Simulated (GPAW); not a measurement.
**Pt in GPAW: convergence with k mesh**

Crystal: Pt.

```
CELL_PARAMETERS angstrom
2.74395 0.00000 0.00000
-0.91465 2.58702 0.00000
-0.91465 -1.29351 2.24043
ATOMIC_POSITIONS crystal
Pt 0.00000 0.00000 0.00000
```

This isn't the form of Pt at room conditions, which is fcc.

* Program: GPAW 26.7.0
* Task: elastic constants
* Functional: rSCAN
* Dispersion: D3(BJ)+ATM
* Potentials or basis: GPAW PAW data sets (gpaw-data 1.2.1)
* Cutoff: 450 eV
* Basis: pw
* k mesh: 3 × 3 × 3
* Occupations: fermi-dirac, width 0.05 eV
* Spin: no spin polarisation

These are the settings of the first run; the series varies k mesh, with any setting tied to it.

Hardware: 1 thread of Arm Neoverse V1, with other jobs on the host.

| k mesh | energy less the tightest run, at zero smearing (meV/atom) | pressure (GPa) | SCF cycles | CPU time (s) | peak memory (GiB) |
| --- | --- | --- | --- | --- | --- |
| 3 × 3 × 3 | 773.18 | 0.00 | 12 | 40 | 0.91 |
| 4 × 4 × 4 | -308.75 | 0.00 | 13 | 71 | 0.91 |
| 6 × 6 × 6 | -7.59 | -0.03 | 13 | 130 | 0.82 |
| 7 × 7 × 7 | -43.62 | -0.03 | 12 | 170 | 0.83 |
| 9 × 9 × 9 | -18.05 | 0.02 | 12 | 290 | 0.71 |
| 11 × 11 × 11 | 22.52 | -0.02 | 12 | 530 | 0.86 |
| 13 × 13 × 13 | 0.00 | -0.01 | 12 | 830 | 0.87 |

Against the tightest run, the pressure stays within 0.1 GPa from 3 × 3 × 3 on. Not settled before the last step: the energy (to 1 meV/atom). Meshes of other sizes hit other points, so gaps and Fermi surfaces needn't settle smoothly. The tightest run that finished is the yardstick and may itself not be fully converged.

Caveat, for the tightest run too: the cutoff is short for stress and forces, so pressures can be off by a GPa or more; the density grid can change from cell to cell, which puts small steps into energies and stress; the elastic tensor has a negative eigenvalue, so either the cell is unstable as it stands or the mesh is too thin; the PAW data sets were made with another functional, which shifts forces and pressure a little; pairwise dispersion overbinds metals, which lowers pressure and volume. The run has no spin-orbit coupling, so splittings on Pt are missing.
